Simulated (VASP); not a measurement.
Here is a VASP 6.6.1 calculation.

INCAR

```
SYSTEM = MoSe2
  PREC = Accurate
  ENCUT = 600
  EDIFF = 1E-6
  ISMEAR = -1
  SIGMA = 0.05
  LREAL = .False.
  LASPH = .True.
  NELM = 60
  ALGO = Normal
  ISIF = 3
  LWAVE = .False.
  LCHARG = .False.
  GGA = RE
  IVDW = 12
  IBRION = 2
  NSW = 60
  EDIFFG = -0.005
```

KPOINTS

```
regular mesh
0
Gamma
  9 9 2
  0 0 0
```

File POSCAR:

```
MoSe2
1.0
    3.2880000000      0.0000000000      0.0000000000
   -1.6440000000      2.8474915276      0.0000000000
    0.0000000000      0.0000000000     12.9000000000
Mo Se
2 4
Direct
    0.6666666667      0.3333333333      0.7500000000
    0.3333333333      0.6666666667      0.2500000000
    0.6666666667      0.3333333333      0.3750000000
    0.3333333333      0.6666666667      0.8750000000
    0.6666666667      0.3333333333      0.1250000000
    0.3333333333      0.6666666667      0.6250000000
```

Potentials or basis: VASP PAW PBE potentials, release 64 (Mo_sv, Se).

Run with:

```bash
$ cat potpaw_PBE.64/Mo_sv/POTCAR potpaw_PBE.64/Se/POTCAR > POTCAR
$ mpirun -np 1 vasp_std > vasp.out
```

Q: Predict the dispersion energy per atom.

A: -0.961 eV.

Q: Estimate the band gap on the k mesh.

A: 0.73 eV, indirect (least direct gap 1.50 eV).

Q: Predict the relaxed volume.

A: 18.96 Å³/atom.

Q: Predict the relaxed cell.

A: a = 3.254 Å, b = 3.254 Å, c = 12.409 Å, α = 90.00°, β = 90.00°, γ = 120.00°.

Final structure:
```cif
data_structure
_symmetry_space_group_name_H-M 'P 1'
_symmetry_Int_Tables_number 1
_cell_length_a 3.2537
_cell_length_b 3.2537
_cell_length_c 12.4092
_cell_angle_alpha 90.000
_cell_angle_beta 90.000
_cell_angle_gamma 120.000
_cell_volume 113.77
loop_
_atom_site_label
_atom_site_type_symbol
_atom_site_fract_x
_atom_site_fract_y
_atom_site_fract_z
_atom_site_occupancy
Mo1 Mo 0.66667 0.33333 0.75000 1
Mo2 Mo 0.33333 0.66667 0.25000 1
Se1 Se 0.66667 0.33333 0.38537 1
Se2 Se 0.33333 0.66667 0.88537 1
Se3 Se 0.66667 0.33333 0.11463 1
Se4 Se 0.33333 0.66667 0.61463 1
```

Caveat: the PAW data sets were made with another functional, which shifts forces and pressure a little; an odd mesh through Γ misses points on the zone boundary, where band edges often lie. A hybrid or GW would open this gap; revPBE tends to underestimate it.
